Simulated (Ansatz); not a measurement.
Runs of Ansatz 0.2.0 on MgS (Niningerite). Symmetry: Fm-3m, No. 225, cubic system. Conventional cell: a = 5.203 Å, b = 5.203 Å, c = 5.203 Å, α = 90.00°, β = 90.00°, γ = 90.00°. S (site symmetry m-3m) has 6 Mg at 2.60 Å as nearest neighbours. Mg (site symmetry m-3m) is surrounded by 6 S at 2.60 Å. 

```csv
task,level,points for each segment of the path,gap on the mesh (eV),pressure (GPa),V0 of scaled cells (Å³/atom),B0 (GPa)
band structure,HSE06,4,3.80,-0.4,-,-
band structure,PBE0,4,(a),-0.4,-,-
equation of state,HSE06,-,-,-,17.52,80
equation of state,PBE0,-,-,-,17.52,80
```

Alike in all rows: potentials or basis Ansatz PAW; no spin polarisation; cell as given; k mesh 6 × 6 × 6; cutoff (eV) 420; smearing fermi-dirac 0.05 eV.

**Question.** Estimate the missing entries.

**Answer.** (a) 4.53.

Caveats: the PAW data sets come from PBE, with cores solved anew for the run's functional, which leaves a small shift of forces and pressure (some runs); the thresholds are loose for stress (some runs); the PAW data sets were made with another functional, which shifts forces and pressure a little (some runs).

